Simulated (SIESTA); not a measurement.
## Te2Mo under changes of volume

One of the cells (24.797 Å³/atom); the others are scaled copies at fixed shape and fractional positions:

```xyz
12
Lattice="6.2875 0.0000 0.0000 0.0000 3.4457 0.0000 -0.9404 0.0000 13.7348" Properties=species:S:1:pos:R:3 pbc="T T T"
Te    5.3650    2.5843    8.3027
Te   -0.0180    0.8614    5.4321
Te    4.8769    0.8614   11.6938
Te    0.4701    2.5843    2.0410
Te    1.7433    2.5843   12.2995
Te    3.6038    0.8614    1.4353
Te    2.1768    0.8614    8.9057
Te    3.1702    2.5843    4.8292
Mo    4.2015    2.5843   13.6332
Mo    1.1455    0.8614    0.1016
Mo    3.8234    0.8614    6.7768
Mo    1.5236    2.5843    6.9581
```

- Program: SIESTA 5.4.2
- Functional: PBEsol
- Potentials or basis: PseudoDojo 0.4 standard (PBEsol files)
- Basis: DZP (energy shift 0.003 Ry; two zetas on semicore shells)
- Grid cutoff: 800 Ry
- Energy shift: 0.003 Ry
- k mesh: 4 × 8 × 2
- Occupations: fermi-dirac, width 0.05 eV
- Spin: no spin polarisation

| volume (Å³/atom) | energy over the lowest point (meV/atom) | pressure (GPa) | largest force (eV/Å) |
| --- | --- | --- | --- |
| 23.785 | ? | ? | ? |
| 24.291 | 22.51 | 6.1 | 1.155 |
| 24.797 | 7.56 | 3.5 | 0.770 |
| 25.303 | 0.28 | 1.2 | 0.411 |
| 25.809 | 0.00 | -0.9 | 0.178 |

Question: What does the run at 23.785 Å³/atom give?

Answer: Energy over the lowest point 46.24 meV/atom; pressure 9.0 GPa; largest force 1.565 eV/Å.

Worked out: A Birch-Murnaghan fit of order 2 (a polynomial in V^(-2/3)) to the other rows has its minimum at 25.58 Å³/atom with B0 = V·E''(V) = 106 GPa at fixed shape and positions, which overstates the stiffness. It gives 45.98 meV/atom at 23.785 Å³/atom, against the run's 46.24, and -dE/dV = 8.9 GPa, against 9.0.

Energies are extrapolated to zero smearing.

Caveats: the basis of atomic orbitals isn't converged, which shifts pressures, moduli and gaps; forces of over 1 eV/Å show positions far from the minimum, so gaps and moduli don't describe the material at rest (some runs).
